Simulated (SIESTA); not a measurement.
SnSe under changes of volume

One of the cells (50.458 Å³/atom); the others are scaled copies at fixed shape and fractional positions:

```
CELL_PARAMETERS angstrom
4.28533 0.00000 0.00000
0.00000 4.28533 0.00000
0.00000 0.00000 10.99069
ATOMIC_POSITIONS crystal
Sn 0.00000 0.50000 0.62777
Sn 0.50000 0.00000 0.37223
Se 0.00000 0.50000 0.38396
Se 0.50000 0.00000 0.61604
```

* Program: SIESTA 5.4.2
* Functional: PBEsol
* Potentials or basis: PseudoDojo 0.4 standard (PBEsol files)
* Basis: DZP (energy shift 0.003 Ry; two zetas on semicore shells)
* Grid cutoff: 500 Ry
* Energy shift: 0.003 Ry
* k mesh: 6 × 6 × 3
* Occupations: fermi-dirac, width 0.05 eV
* Spin: no spin polarisation

| volume (Å³/atom) | energy over the lowest point (meV/atom) | gap on the mesh (eV) | largest force (eV/Å) |
| --- | --- | --- | --- |
| 47.431 | 25.57 | 1.47 | 0.840 |
| 48.440 | 12.69 | 1.50 | 0.660 |
| 49.449 | 4.37 | 1.53 | 0.502 |
| 50.458 | 0.32 | 1.55 | 0.377 |
| 51.468 | 0.00 | 1.57 | 0.262 |
| 52.477 | 3.17 | 1.59 | 0.152 |
| 53.486 | ? | ? | ? |

Q: What does the run at 53.486 Å³/atom give?

A: Energy over the lowest point 9.58 meV/atom; gap on the mesh 1.60 eV; largest force 0.082 eV/Å.

Worked out: A Birch-Murnaghan fit of order 3 (a polynomial in V^(-2/3)) to the other rows has its minimum at 51.04 Å³/atom with B0 = V·E''(V) = 29 GPa and B' = 3.9 at fixed shape and positions, which overstates the stiffness. It gives 9.47 meV/atom at 53.486 Å³/atom, against the run's 9.58. A straight line through the other rows of the gap, of slope 1.17 eV per unit of ln V (its deformation potential), extrapolates to 1.62 eV, against the run's 1.60.

Energies are extrapolated to zero smearing.

Caveats: spin-orbit coupling is left out, which moves the levels of the heavy elements; the basis of atomic orbitals isn't converged, which shifts pressures, moduli and gaps.

A mesh can miss the band edges.
